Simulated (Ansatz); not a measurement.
Ni:

```
CELL_PARAMETERS angstrom
0.00000 1.73757 1.73757
1.73757 0.00000 1.73757
1.73757 1.73757 0.00000
ATOMIC_POSITIONS crystal
Ni 0.00000 0.00000 0.00000
```

Base run:

| Item | Value |
| --- | --- |
| Program | Ansatz 0.2.0 |
| Functional | BLYP |
| Potentials or basis | all-electron LAPW, scalar-relativistic |
| Cutoff | 320 eV (chosen from the basis error) |
| Basis error allowed | 0.001 eV/atom |
| k mesh | 13 × 13 × 13 |
| Occupations | fermi-dirac, width 0.05 eV |
| Spin | collinear spin, ferromagnetic start |
| Starting moments | [1.0] μB |

Its results: pressure 18.1 GPa; net moment 0.62 μB per cell; site moments Ni +0.64 μB.

The run is repeated on the same cell with these changes: functional from BLYP to PBEsol. What comes out?

Pressure -2.4 GPa; net moment 0.63 μB per cell; site moments Ni +0.65 μB.

PBEsol binds more tightly than BLYP, so the same cell stands under less pressure.

Caveats: so large a pressure means that the cell lies far from this level's equilibrium, or that cutoff or potentials fall short (some runs).
